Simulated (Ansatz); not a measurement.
The first iterations of a band of a periodic cell of 30 atoms, H$_{9}$C$_{20}$Cl (surface C(100)-2x1, underside capped with H, adsorbate HCl, already come apart at the first end).

Level of theory: DFT PBE-D3(BJ), scalar-relativistic, plane waves, PAW in Ansatz. Settings: PAW set soft_1, cutoff 420 eV, k mesh 2x2x1, gaussian smearing 0.02 eV, no spin polarisation.

```yaml
movable_images: 3
climbing_image: yes
spring: 0.05 eV/Å²
optimiser: fire
start_path: default
force_threshold: 0.05 eV/Å
iteration_limit: 50
end_points: relaxed
atoms_held: 1 to 16
```

Image 0:

```xyz
30
Lattice="5.0487 0.0000 0.0000 0.0000 5.0487 0.0000 0.0000 0.0000 16.1647" Properties=species:S:1:pos:R:3
H 2.160 0.000 1.000
H 0.365 0.000 1.000
H 4.684 0.000 1.000
H 2.889 0.000 1.000
H 2.160 2.524 1.000
H 0.365 2.524 1.000
H 4.684 2.524 1.000
H 2.889 2.524 1.000
C 1.262 0.000 1.635
C 3.787 0.000 1.635
C 1.262 2.524 1.635
C 3.787 2.524 1.635
C 1.262 1.262 2.527
C 3.787 1.262 2.527
C 1.262 3.787 2.527
C 3.787 3.787 2.527
C 0.022 1.263 3.341
C 2.502 1.263 3.341
C 0.000 3.786 3.503
C 2.525 3.786 3.503
C 0.009 0.083 4.343
C 2.516 0.083 4.343
C 0.012 2.443 4.339
C 2.512 2.443 4.339
C 1.262 0.464 5.152
C 3.787 0.572 5.017
C 1.262 2.081 5.152
C 3.787 1.960 5.009
Cl 1.262 4.897 6.842
H 1.262 2.483 6.164
```

Image 4:

Only the atoms that move by more than 0.05 Å are listed.
```
Cl29 1.262 2.676 6.843
H30 1.262 0.041 6.164
```

| iteration | highest image above the first end (eV) | largest band force component (eV/Å) |
| --- | --- | --- |
| 1 | 4.820 | 3.074 |
| 2 | 4.410 | 1.895 |
| 3 | 4.169 | 2.074 |
| 4 | 4.154 | 1.571 |
| 5 | 4.135 | 0.891 |
| 6 | 4.122 | 0.657 |
| 7 | 4.121 | 1.118 |
| 8 | 4.120 | 1.039 |
| 9 | 4.119 | 0.891 |
| 10 | 4.118 | 0.690 |
| 11 | 4.116 | 0.474 |
| 12 | 4.115 | 0.444 |
| 13 | 4.113 | 0.411 |

Problem. Does the band converge within its limit, and where does its top end?

Solution. The run converged. It ended after 41 iterations with the highest image 4.103 eV above the first end. Neighbouring images differ by up to 3.1 eV, so the band resolves the path poorly. The order of the stationary point at the top wasn't checked. Limits of this set-up: coarse k mesh, thin slab, slab without dipole correction.

Time of the run: 5.5 min on 1 thread of AMD EPYC 9R45 96-Core Processor (Zen 5), on a shared host, peak memory 0.84 GiB.
